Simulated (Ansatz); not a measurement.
# Sc3Al5N8 (wurtzite Al10Sc6N16): relaxing cell and atoms and relaxing the atoms, part 1 of 2

The task, for Sc3Al5N8 (wurtzite Al10Sc6N16): 5 runs in a chain (relaxing cell and atoms and relaxing the atoms).

Computed with Ansatz 0.2.0 (DFT PBE, scalar-relativistic, plane waves, PAW, unless a step's input says otherwise).

### 1 The structure to begin with

Symmetry: Cm, No. 8, monoclinic system. Conventional cell: a = 11.492 Å, b = 6.635 Å, c = 10.100 Å, α = 90.00°, β = 90.00°, γ = 90.00°. Al (site symmetry 1) has 4 N at 1.93 to 2.01 Å as nearest neighbours. Around Al (site symmetry m) lie 4 N at 1.93 to 2.01 Å. Sc (site symmetry m) is surrounded by 4 N at 1.93 to 2.01 Å. Only part of the 24 independent sites is listed.

Structure file:

```
Al Sc N
1.0
     6.63500    0.00000    0.00000
    -3.31750    5.74608    0.00000
     0.00000    0.00000   10.10000
Al Sc N
10 6 16
Direct
  0.33333 0.16667 0.75000
  0.16667 0.83333 0.00000
  0.16667 0.83333 0.50000
  0.33333 0.66667 0.75000
  0.66667 0.33333 0.00000
  0.83333 0.16667 0.25000
  0.66667 0.33333 0.50000
  0.66667 0.83333 0.00000
  0.66667 0.83333 0.50000
  0.83333 0.66667 0.75000
  0.16667 0.33333 0.00000
  0.33333 0.16667 0.25000
  0.16667 0.33333 0.50000
  0.33333 0.66667 0.25000
  0.83333 0.16667 0.75000
  0.83333 0.66667 0.25000
  0.16667 0.33333 0.19100
  0.33333 0.16667 0.44100
  0.16667 0.33333 0.69100
  0.33333 0.16667 0.94100
  0.16667 0.83333 0.19100
  0.33333 0.66667 0.44100
  0.16667 0.83333 0.69100
  0.33333 0.66667 0.94100
  0.66667 0.33333 0.19100
  0.83333 0.16667 0.44100
  0.66667 0.33333 0.69100
  0.83333 0.16667 0.94100
  0.66667 0.83333 0.19100
  0.83333 0.66667 0.44100
  0.66667 0.83333 0.69100
  0.83333 0.66667 0.94100
```

### 2 Relaxing cell and atoms: Sc3Al5N8 (wurtzite Al10Sc6N16), no spin

input.yaml reads:

```yaml
crystal:
  lattice:
    - [6.635, 0.0, 0.0]
    - [-3.3175, 5.7460785541, 0.0]
    - [0.0, 0.0, 10.1]
  atoms:
    - { symbol: Al, position: [0.3333333333, 0.1666666667, 0.75] }
    - { symbol: Al, position: [0.1666666667, 0.8333333333, 0.0] }
    - { symbol: Al, position: [0.1666666667, 0.8333333333, 0.5] }
    - { symbol: Al, position: [0.3333333333, 0.6666666667, 0.75] }
    - { symbol: Al, position: [0.6666666667, 0.3333333333, 0.0] }
    - { symbol: Al, position: [0.8333333333, 0.1666666667, 0.25] }
    - { symbol: Al, position: [0.6666666667, 0.3333333333, 0.5] }
    - { symbol: Al, position: [0.6666666667, 0.8333333333, 0.0] }
    - { symbol: Al, position: [0.6666666667, 0.8333333333, 0.5] }
    - { symbol: Al, position: [0.8333333333, 0.6666666667, 0.75] }
    - { symbol: Sc, position: [0.1666666667, 0.3333333333, 0.0] }
    - { symbol: Sc, position: [0.3333333333, 0.1666666667, 0.25] }
    - { symbol: Sc, position: [0.1666666667, 0.3333333333, 0.5] }
    - { symbol: Sc, position: [0.3333333333, 0.6666666667, 0.25] }
    - { symbol: Sc, position: [0.8333333333, 0.1666666667, 0.75] }
    - { symbol: Sc, position: [0.8333333333, 0.6666666667, 0.25] }
    - { symbol: "N", position: [0.1666666667, 0.3333333333, 0.191] }
    - { symbol: "N", position: [0.3333333333, 0.1666666667, 0.441] }
    - { symbol: "N", position: [0.1666666667, 0.3333333333, 0.691] }
    - { symbol: "N", position: [0.3333333333, 0.1666666667, 0.941] }
    - { symbol: "N", position: [0.1666666667, 0.8333333333, 0.191] }
    - { symbol: "N", position: [0.3333333333, 0.6666666667, 0.441] }
    - { symbol: "N", position: [0.1666666667, 0.8333333333, 0.691] }
    - { symbol: "N", position: [0.3333333333, 0.6666666667, 0.941] }
    - { symbol: "N", position: [0.6666666667, 0.3333333333, 0.191] }
    - { symbol: "N", position: [0.8333333333, 0.1666666667, 0.441] }
    - { symbol: "N", position: [0.6666666667, 0.3333333333, 0.691] }
    - { symbol: "N", position: [0.8333333333, 0.1666666667, 0.941] }
    - { symbol: "N", position: [0.6666666667, 0.8333333333, 0.191] }
    - { symbol: "N", position: [0.8333333333, 0.6666666667, 0.441] }
    - { symbol: "N", position: [0.6666666667, 0.8333333333, 0.691] }
    - { symbol: "N", position: [0.8333333333, 0.6666666667, 0.941] }
scf:
  occupations: { method: fixed }
output:
  forces: true
  stress: true
  eigenvalues: true
hamiltonian:
  xc: pbe
kpoints:
  mp_grid: { grid: [4, 4, 3] }
relax:
  f_tol: 0.01
  max_steps: 60
  cell: { stress_tol: 0.05 }
```

Command:

```sh
> ansatz run input.yaml --threads 8 --pin off --max-ram 20480MiB --backend cpu --events-out ev --progress --plain --runs-dir out
```

Output:

```text
Warning: RAYON_NUM_THREADS=8 ignored (pool sized by the plan → 8); use --threads N
Engine: ansatz 0.2.0, x86_64-unknown-linux-gnu
Pseudopotentials: kind: paw
Pseudopotential: Al, paw, valence charge 3, recommended cutoff 420 eV (normal), Al.paw.azcp
Pseudopotential: Sc, paw, valence charge 11, recommended cutoff 420 eV (normal), Sc.paw.azcp
Pseudopotential: N, paw, valence charge 5, recommended cutoff 420 eV (normal), N.paw.azcp
Functional definition: PBE
  parameter kappa = 0.804
  parameter beta = 0.06672455060314922
  exchange = pbe_x(kappa = kappa, mu = beta*pi^2/3)
  correlation = pbe_c(beta = beta)
Crystal: 32 atoms, lattice volume = 385.065 Å³
Basis set: ecut = 420 eV, 7521 PW (Γ), exchange–correlation on 90×90×144 points (8 copies of the dense FFT grid, shifted against one another)
Bands: 120, of which v1, the nominal top of the filled ones, is band 88 counted from 1 (87 counted from 0)
Symmetry: 2 space group operations
Space group: Cm (ITA 8), of the structure as read, at distance tolerance 7.3e-5 Å
k-points: 17 of 48 (time reversal used)
Non-local potential: Al, projectors of the file, l = 0: 2, l = 1: 2, l = 2: 1
Non-local potential: Sc, projectors of the file, l = 0: 3, l = 1: 2, l = 2: 3, l = 3: 1
Non-local potential: N, projectors of the file, l = 0: 2, l = 1: 2, l = 2: 1
PAW form: soft (Blöchl's): semilocal exchange-correlation on the pseudo side does not see the compensation charge
PAW one-centre angular grid: Al, 110 points (default); XC on 64 Gauss nodes
PAW one-centre angular grid: Sc, 590 points (default); XC on 64 Gauss nodes
PAW one-centre angular grid: N, 110 points (default); XC on 64 Gauss nodes
Initial density: superposition of atomic densities (neutral atoms: chi_scale 0, normalization atom), corrected by the library's trained network
Initial wavefunctions: pseudopotential atomic-orbital guess
Functional: x = pbe(κ = 0.804, μ = 0.2195149727645171), c = pbe(β = 0.06672455060314922)
SCF iter   1: F=—  HF=-24375.724160 eV  |F-HF|=—  |Δ(HF+E_count)|=         —  Δρ=2.79e-3  dr2=5.33e-2  ethr=1.77e-3  ⟨swp⟩=5.0  Hψ=7452  notcnv=0  defer=461
preconditioner: auto → Resta (q_TF=auto, 2.395 Å⁻¹)  ε∞=5.2  [insulator: Δε(μ)=3.454 eV  Ē_g=10.386 eV  n_scr=96 (ndim 8)  ℏωp=21.4 eV  f_vac=0.000  ε∞_Penn≈5.2]
SCF iter   2: F=—  HF=-24375.715533 eV  |F-HF|=—  |Δ(HF+E_count)|=   8.63e-3  Δρ=1.31e-3  dr2=8.99e-3  ethr=3.03e-5  ⟨swp⟩=2.7  Hψ=3075  notcnv=0  defer=510
SCF iter   3: F=—  HF=-24375.714714 eV  |F-HF|=—  |Δ(HF+E_count)|=   8.19e-4  Δρ=5.28e-4  dr2=1.51e-3  ethr=5.11e-6  ⟨swp⟩=2.1  Hψ=2436  notcnv=0  defer=510
SCF iter   4: F=—  HF=-24375.714597 eV  |F-HF|=—  |Δ(HF+E_count)|=   1.18e-4  Δρ=1.81e-4  dr2=1.65e-4  ethr=8.60e-7  ⟨swp⟩=2.0  Hψ=2458  notcnv=0  defer=510
SCF iter   5: F=—  HF=-24375.714594 eV  |F-HF|=—  |Δ(HF+E_count)|=   2.60e-6  Δρ=7.16e-5  dr2=2.29e-5  ethr=9.39e-8  ⟨swp⟩=2.0  Hψ=2439  notcnv=0  defer=459
SCF iter   6: F=—  HF=-24375.713288 eV  |F-HF|=—  |Δ(HF+E_count)|=   1.31e-3  Δρ=3.11e-5  dr2=3.94e-6  ethr=1.30e-8  ⟨swp⟩=2.1  Hψ=3431  notcnv=0  defer=458
SCF iter   7: F=—  HF=-24375.713288 eV  |F-HF|=—  |Δ(HF+E_count)|=   3.38e-8  Δρ=8.41e-6  dr2=2.85e-7  ethr=2.24e-9  ⟨swp⟩=2.0  Hψ=2511  notcnv=0  defer=458
SCF iter   8: F=-24375.713288 eV  HF=-24375.713288 eV  |F-HF|=2.40e-8  |Δ(HF+E_count)|=   9.92e-8  Δρ=3.80e-6  dr2=6.10e-8  ethr=5.68e-11  ⟨swp⟩=13.4  Hψ=10259  notcnv=0
SCF 1 converged in 8 iterations: F = -24375.713288 eV  dr2 = 6.10e-8
relax step   1: F+E_penalty+E_count = -24375.71328798 eV  Δ(F+E_penalty+E_count) = +0.000e0 eV  max|allowed force component| = 3.347e0 eV/Å  Δτ_max = 0.0000 Å  P = +3.027 GPa  Ω = 385.065 Å³  (8 SCF iters, dr2 threshold 1.00e-7 eV, accepted)
[... from here on, the SCF cycles and remarks between the steps are left out ...]
relax step   2: F+E_penalty+E_count = -24378.26474625 eV  Δ(F+E_penalty+E_count) = -2.551e0 eV  max|allowed force component| = 1.257e0 eV/Å  Δτ_max = 0.1277 Å  P = -1.265 GPa  Ω = 388.910 Å³  energy of the carried Pulay correction = -9.686e-3 eV  (7 SCF iters, dr2 threshold 3.20e-6 eV, accepted)
relax step   3: F+E_penalty+E_count = -24378.75843037 eV  Δ(F+E_penalty+E_count) = -4.937e-1 eV  max|allowed force component| = 5.063e-1 eV/Å  Δτ_max = 0.0642 Å  P = +0.747 GPa  Ω = 383.007 Å³  energy of the carried Pulay correction = +5.224e-3 eV  (7 SCF iters, dr2 threshold 3.20e-6 eV, accepted)
relax step   4: F+E_penalty+E_count = -24378.81418463 eV  Δ(F+E_penalty+E_count) = -5.575e-2 eV  max|allowed force component| = 1.234e-1 eV/Å  Δτ_max = 0.0378 Å  P = +0.405 GPa  Ω = 383.185 Å³  energy of the carried Pulay correction = +4.771e-3 eV  (7 SCF iters, dr2 threshold 3.20e-6 eV, accepted)
relax step   5: F+E_penalty+E_count = -24378.81649434 eV  Δ(F+E_penalty+E_count) = -2.310e-3 eV  max|allowed force component| = 1.330e-1 eV/Å  Δτ_max = 0.0147 Å  P = -0.097 GPa  Ω = 384.149 Å³  energy of the carried Pulay correction = +2.321e-3 eV  (6 SCF iters, dr2 threshold 9.51e-7 eV, accepted)
relax step   6: F+E_penalty+E_count = -24378.81878337 eV  Δ(F+E_penalty+E_count) = -2.289e-3 eV  max|allowed force component| = 1.302e-2 eV/Å  Δτ_max = 0.0042 Å  P = -0.001 GPa  Ω = 383.937 Å³  energy of the carried Pulay correction = +2.860e-3 eV  (5 SCF iters, dr2 threshold 1.11e-6 eV, accepted)
relax step   7: F+E_penalty+E_count = -24378.81884745 eV  Δ(F+E_penalty+E_count) = -6.407e-5 eV  max|allowed force component| = 1.583e-3 eV/Å  Δτ_max = 0.0009 Å  P = +0.000 GPa  Ω = 383.932 Å³  energy of the carried Pulay correction = +2.872e-3 eV  (5 SCF iters, dr2 threshold 1.06e-8 eV, accepted)
relax step   8: F+E_penalty+E_count = -24378.81679119 eV  Δ(F+E_penalty+E_count) = +2.056e-3 eV  max|allowed force component| = 1.756e-3 eV/Å  Δτ_max = 0.0000 Å  P = -0.004 GPa  Ω = 383.932 Å³  stress off target by 5.01e-2 GPa  SCF on the basis re-selected at this cell (its energy is not comparable with the rows above)  (6 SCF iters)
relax step   9: F+E_penalty+E_count = -24378.81680499 eV  Δ(F+E_penalty+E_count) = -1.380e-5 eV  max|allowed force component| = 2.315e-3 eV/Å  Δτ_max = 0.0011 Å  P = +0.003 GPa  Ω = 383.945 Å³  energy of the carried Pulay correction = -3.698e-5 eV  (6 SCF iters, dr2 threshold 6.28e-9 eV, accepted)
relax step  10: F+E_penalty+E_count = -24378.81685994 eV  Δ(F+E_penalty+E_count) = -5.495e-5 eV  max|allowed force component| = 2.301e-3 eV/Å  Δτ_max = 0.0000 Å  P = +0.003 GPa  Ω = 383.945 Å³  stress off target by 2.08e-2 GPa  SCF on the basis re-selected at this cell (its energy is not comparable with the rows above)  (6 SCF iters)
basis re-selected at this cell: Δ(F+E_penalty+E_count) = -5.495e-5 eV, ΔP = +0.000 GPa vs the last step (what re-selecting the basis moved, of the pressure what is left beyond the Pulay correction that the steps carried, after the strain that the cell walked since its last selection, with what the two solves' SCF thresholds leave and, on support functions, any second-order correction that the steps lacked; it is no measure of the basis error at this ecutwfc). This SCF's stress stands 2.08e-2 GPa from its target on what of the cell is left free (relax.cell.stress_tol is 5.00e-2 GPa) and its largest allowed force component is 2.30e-3 eV/Å (relax.f_tol is 1.00e-2 eV/Å): within both
SCF converged after 6 iterations
Free energy (F): -24378.816860 eV
Harris-Foulkes:  -24378.816860 eV  (|F-HF|=2.18e-11)
Internal energy: -24378.816860 eV  (E = F + TS)
E sigma→0 (E₀):  -24378.816860 eV
Fermi energy:    7.474257 eV
--- Per-component energies (eV) ---
  E_band       = -742.604043
  E_kinetic    = 3949.148474
  E_local      = -9600.226640  (includes V_loc(G=0)·N_el)
  E_nonlocal   = 1308.234911
  E_hartree    = 3478.632241
  E_xc         = -2012.174809
  E_vxc        = -2322.788500  (∫ρ·V_xc dr)
  E_paw        = -12440.868338  (= ΣΔE_a)
  E_vpaw       = -1034.238454  (= ΣTr[D̂ρ^β])
  E_aug_tail   = 0.001613  (compensation charges beyond the density's cutoff)
  E_ewald      = -9061.564313
  E_smearing   = -0.000000  (= −TS)
  E_closure    = 0.000000  (closes the sum)
  Σ components = -24378.816860   (vs F -24378.816860, Δ=0.00e0)
--- Forces (eV/Å), atoms counted from 1 ---
  atom   1  Al    -0.00105953     0.00018416    -0.00073978
  atom   2  Al     0.00105422     0.00060866     0.00069586
  atom   3  Al     0.00014899     0.00008602    -0.00014390
  atom   4  Al    -0.00037027    -0.00100966    -0.00073978
  atom   5  Al     0.00001463    -0.00046013     0.00014522
  atom   6  Al     0.00162284     0.00093695     0.00006740
  atom   7  Al    -0.00037077    -0.00020569     0.00006096
  atom   8  Al    -0.00039117     0.00024273     0.00014522
  atom   9  Al    -0.00036352    -0.00021825     0.00006096
  atom  10  Al     0.00002948     0.00001702    -0.00094778
  atom  11  Sc     0.00014550     0.00008400    -0.00230458
  atom  12  Sc    -0.00100408    -0.00059482    -0.00143300
  atom  13  Sc     0.00020392     0.00011773     0.00062712
  atom  14  Sc    -0.00101717    -0.00057215    -0.00143300
  atom  15  Sc     0.00085945     0.00049620    -0.00026645
  atom  16  Sc     0.00083328     0.00048109    -0.00182081
  atom  17  N      0.00003834     0.00002213     0.00031046
  atom  18  N     -0.00062931     0.00046557     0.00053036
  atom  19  N     -0.00050043    -0.00028892     0.00059222
  atom  20  N     -0.00048269    -0.00001797     0.00094799
  atom  21  N     -0.00033543    -0.00019366    -0.00036532
  atom  22  N      0.00008854    -0.00077778     0.00053036
  atom  23  N     -0.00064914    -0.00037478     0.00069651
  atom  24  N     -0.00025691    -0.00040903     0.00094799
  atom  25  N     -0.00004040     0.00023058     0.00053833
  atom  26  N      0.00057703     0.00033315    -0.00132812
  atom  27  N      0.00030412     0.00019970     0.00088499
  atom  28  N      0.00090420     0.00052204     0.00065704
  atom  29  N      0.00017948    -0.00015028     0.00053833
  atom  30  N      0.00017105     0.00009875     0.00081683
  atom  31  N      0.00032500     0.00016352     0.00088499
  atom  32  N     -0.00002591    -0.00001496     0.00071439
  max |Σ_I F_I| component: 1.29e-4 eV/Å
--- Stress (GPa, compression-positive) ---
       -0.005181      -0.000072      -0.000555
       -0.000072      -0.005098      -0.000321
       -0.000558      -0.000322       0.020747
  P = ⅓ Tr σ = 0.0035 GPa (0.035 kbar)
--- Band table (eV; the first three rows and the last of 17) ---
  k-point 0: bands = ["-39.5215", "-39.5088", "-39.2633", "-39.2509", "-39.1995", "-39.1813", "-18.3561", "-18.3519", "-18.2920", "-18.2780", "-18.2617", "-18.2581", "-18.2451", "-18.1002", "-18.0669", "-18.0471", "-18.0367", "-18.0102", "-17.9975", "-17.9424", "-17.9371", "-17.8654", "-17.8607", "-17.8342", "-6.5154", "-5.7599", "-5.5266", "-5.0412", "-5.0142", "-4.9270", "-4.7641", "-4.6667", "-4.6328", "-4.5221", "-4.4789", "-4.3859", "-4.3723", "-4.2031", "-4.0705", "-4.0151", "2.4471", "2.4617", "2.4979", "2.6301", "2.8636", "3.0269", "3.3194", "3.6443", "3.8759", "4.1972", "4.5849", "4.6270", "4.6639", "4.7195", "4.9816", "5.1738", "5.3486", "5.5933", "5.6704", "5.7270", "5.8012", "5.9968", "6.0568", "6.0922", "6.1145", "6.1668", "6.2297", "6.3180", "6.3223", "6.4417", "6.5381", "6.5887", "6.5902", "6.6409", "6.7346", "6.8115", "6.8637", "6.9100", "6.9272", "6.9373", "6.9905", "7.0652", "7.1585", "7.2654", "7.2991", "7.3236", "7.4166", "7.4169", "10.8749", "11.1940", "11.3677", "11.4231", "11.5850", "11.7225", "11.8483", "11.9254", "12.0457", "12.1981", "12.2689", "12.4222", "12.5056", "12.6762", "12.6876", "12.7513", "12.7559", "12.8900", "12.8901", "12.9988", "13.1279", "13.4289", "13.5216", "13.5941", "13.6426", "14.1287", "14.2277", "14.2864", "14.2889", "14.5987", "14.6606", "14.8545"]
[... 3 lines left out ...]
--- Relaxed structure (8 steps of the walk, 8 accepted, 2 SCFs on fresh bases) ---
  F+E_penalty+E_count = -24378.81685994 eV   max|allowed force component| = 2.301e-3 eV/Å   (the final SCF, on the basis selected at the relaxed cell)
  cell:  # Å, volume = 383.9452 Å³
    - [6.595810239886324, -0.000418789575021623, -0.004524863377672738]
    - [-3.2982678023539704, 5.712767410645621, 2.6020852139652106e-18]
    - [-0.006887885473174688, -0.003976722532084714, 10.189918615009182]
  atoms:
    - { symbol: Al, position: [0.33783317732425655, 0.1681805058819828, 0.7507837210523867] }
    - { symbol: Al, position: [0.17044136515389413, 0.8352206825769468, -0.012201267867328718] }
    - { symbol: Al, position: [0.16765269577184536, 0.8338263478859226, 0.5097794548216309] }
    - { symbol: Al, position: [0.3378331773242566, 0.6696526714422738, 0.7507837210523867] }
    - { symbol: Al, position: [0.6685198312341475, 0.32980164101231635, -0.0038786939386024066] }
    - { symbol: Al, position: [0.8290463773509618, 0.1645231886754809, 0.25007254358220543] }
    - { symbol: Al, position: [0.6623790504454085, 0.3329099697611822, 0.503137932093825] }
    - { symbol: Al, position: [0.6685198312341475, 0.8387181902218311, -0.0038786939386024066] }
    - { symbol: Al, position: [0.6623790504454086, 0.8294690806842262, 0.503137932093825] }
    - { symbol: Al, position: [0.8268283260683831, 0.6634141630341914, 0.7488886637725907] }
    - { symbol: Sc, position: [0.1656709537743193, 0.3328354768871597, -0.009337288386739856] }
    - { symbol: Sc, position: [0.3373832505496755, 0.16155861777646346, 0.24517455416740488] }
    - { symbol: Sc, position: [0.16809735134802659, 0.3340486756740133, 0.49898984103675315] }
    - { symbol: Sc, position: [0.33738325054967555, 0.675824632773212, 0.24517455416740488] }
    - { symbol: Sc, position: [0.8234839733464498, 0.16174198667322484, 0.7426124397653864] }
    - { symbol: Sc, position: [0.8376030217585982, 0.6688015108792992, 0.24340236873910134] }
    - { symbol: N, position: [0.14971207294239258, 0.3248560364711962, 0.2014205925789819] }
    - { symbol: N, position: [0.3398306072337517, 0.15347111374687325, 0.4515643851628111] }
    - { symbol: N, position: [0.18236415825102437, 0.34118207912551224, 0.7080812965395159] }
    - { symbol: N, position: [0.3469317148877531, 0.159780907952252, 0.9394688720135123] }
    - { symbol: N, position: [0.16661469550418848, 0.8333073477520939, 0.17285378592945363] }
    - { symbol: N, position: [0.3398306072337517, 0.6863594934868784, 0.4515643851628111] }
    - { symbol: N, position: [0.1646568350672785, 0.832328417533639, 0.6992165889773198] }
    - { symbol: N, position: [0.34693171488775315, 0.6871508069355011, 0.9394688720135123] }
    - { symbol: N, position: [0.6796695654070568, 0.32548401246922376, 0.1833503676192164] }
    - { symbol: N, position: [0.8105214505497648, 0.15526072527488244, 0.44588228292768245] }
    - { symbol: N, position: [0.6551497004613096, 0.3441119905400778, 0.6901992987085283] }
    - { symbol: N, position: [0.815421073047219, 0.15771053652360958, 0.9430890682107281] }
    - { symbol: N, position: [0.6796695654070569, 0.8541855529378328, 0.1833503676192164] }
    - { symbol: N, position: [0.8351721959177326, 0.6675860979588663, 0.4530572134643291] }
    - { symbol: N, position: [0.6551497004613097, 0.8110377099212319, 0.6901992987085283] }
    - { symbol: N, position: [0.8313196590612002, 0.6656598295306001, 0.9405915421502256] }
```

Wall time 1.9 min (8 threads of Intel Xeon Platinum 8259CL at 2.50GHz (Skylake/Cascade Lake), shared host); peak memory 2.3 GiB.

Relaxation path:

| step | energy from step 1 (eV/cell) | largest force component (eV/Å) | pressure (GPa) | volume (Å³) |
| --- | --- | --- | --- | --- |
| 1 | 0.0000 | 3.3475 | 3.03 | 385.06 |
| 2 | -2.5515 | 1.2567 | -1.26 | 388.91 |
| 3 | -3.0451 | 0.5063 | 0.75 | 383.01 |
| 4 | -3.1009 | 0.1234 | 0.40 | 383.18 |
| 5 | -3.1032 | 0.1330 | -0.10 | 384.15 |
| 6 | -3.1055 | 0.0130 | 0.00 | 383.94 |
| 7 | -3.1056 | 0.0016 | 0.00 | 383.93 |
| 8 | -3.1035 | 0.0018 | 0.00 | 383.93 |
| 9 | -3.1035 | 0.0023 | 0.00 | 383.95 |
| 10 | -3.1036 | 0.0023 | 0.00 | 383.95 |

Step 1 is the start. Steps 8, 10 each repeat the geometry before them on a plane-wave basis chosen anew, so the energy can jump there without any move.

|  | before | after | change |
| --- | --- | --- | --- |
| a (Å) | 6.635 | 6.596 | -0.6 % |
| b (Å) | 6.635 | 6.597 | -0.6 % |
| c (Å) | 10.100 | 10.190 | +0.9 % |
| β (°) | 90.00 | 90.08 | +0.1 % |
| volume (Å³/atom) | 12.03 | 12.00 | -0.3 % |
| shortest distance (Å) | 1.929 | 1.886 | -2.2 % |
| space group (0.01 Å) | Cm | Cm | same |

Forces and stress were held to the start's 2 operations: a distortion of lower symmetry was not tested.

(Continued in part 2 of 2.)
